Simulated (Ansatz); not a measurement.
# Te2Mo: the cost of one run

Method: DFT LDA+D3(BJ), scalar-relativistic, plane waves, PAW, in Ansatz 0.2.0.

1 further run of the same task is left out (it didn't finish). Runs told in other sessions of the task aren't counted.

## (1) The starting structure

The structure is hexagonal, space group P6_3/mmc (No. 194). Conventional cell: a = 3.415 Å, b = 3.415 Å, c = 13.213 Å, α = 90.00°, β = 90.00°, γ = 120.00°. Around Te (site symmetry 3m) lie 3 Mo at 2.67 Å. Mo (site symmetry -6m2) has 6 Te at 2.67 Å in its first shell of neighbours.

Coordinates:

```xyz
6
Lattice="3.4151 0.0000 0.0000 -1.7076 2.9576 0.0000 0.0000 0.0000 13.2132" Properties=species:S:1:pos:R:3 pbc="T T T"
Te    0.0000    1.9717    1.4995
Te    1.7076    0.9859    8.1063
Te    1.7076    0.9859   11.7138
Te    0.0000    1.9717    5.1070
Mo    0.0000    1.9717    9.9100
Mo    1.7076    0.9859    3.3032
```

It goes back to an entry of the Materials Project, which need not be the stable form.

It is the result of an earlier relaxation at this level (volume 22.24 Å³/atom; gap on the mesh: 0.32 eV).

## (2) What is varied

Atoms count from 1 in the order of the input.

One atom moved over a plane, all else fixed.

First coordinate, shift of Mo5 along [1 0 0]: 11 values from −1.120 Å. Second coordinate, shift of Mo5 along [0 0 1]: 11 values from −1.120 Å.

Nothing else is relaxed (all other atoms fixed). Energies count from the relaxed crystal. Points are written as (first, second).

## (3) Grid point (−1.120 Å, −0.224 Å)

File input.yaml:

```yaml
crystal:
  lattice:
    - [3.4151434693, 0.0, 0.0]
    - [-1.7075717346, 2.957601002, 0.0]
    - [0.0, 0.0, 13.2132497201]
  atoms:
    - { symbol: Te, position: [0.3333333333, 0.6666666667, 0.1134893653] }
    - { symbol: Te, position: [0.6666666667, 0.3333333333, 0.6134893653] }
    - { symbol: Te, position: [0.6666666667, 0.3333333333, 0.8865106347] }
    - { symbol: Te, position: [0.3333333333, 0.6666666667, 0.3865106347] }
    - { symbol: Mo, position: [0.0053822501, 0.6666666667, 0.7330473196] }
    - { symbol: Mo, position: [0.6666666667, 0.3333333333, 0.25] }
basis:
  ecutwfc: 420
kpoints:
  mp_grid: { grid: [12, 12, 4] }
hamiltonian:
  xc: lda
  pseudopotentials: { kind: paw, azcp: { folder: soft_1 } }
  dispersion: d3bj
scf:
  occupations: { method: gaussian, width: 0.03 }
output:
  forces: true
  stress: true
  eigenvalues: true
```

Command:

```
$ ansatz run input.yaml --threads 2 --pin off --max-ram 4096MiB --backend cpu --events-out ev --progress --plain --runs-dir out
```

**Question.** How long does this run take on 2 threads of Intel Xeon 6975P-C (Granite Rapids), shared host, and how much memory does it need?

About 48 s, with a peak of 1.5 GiB.
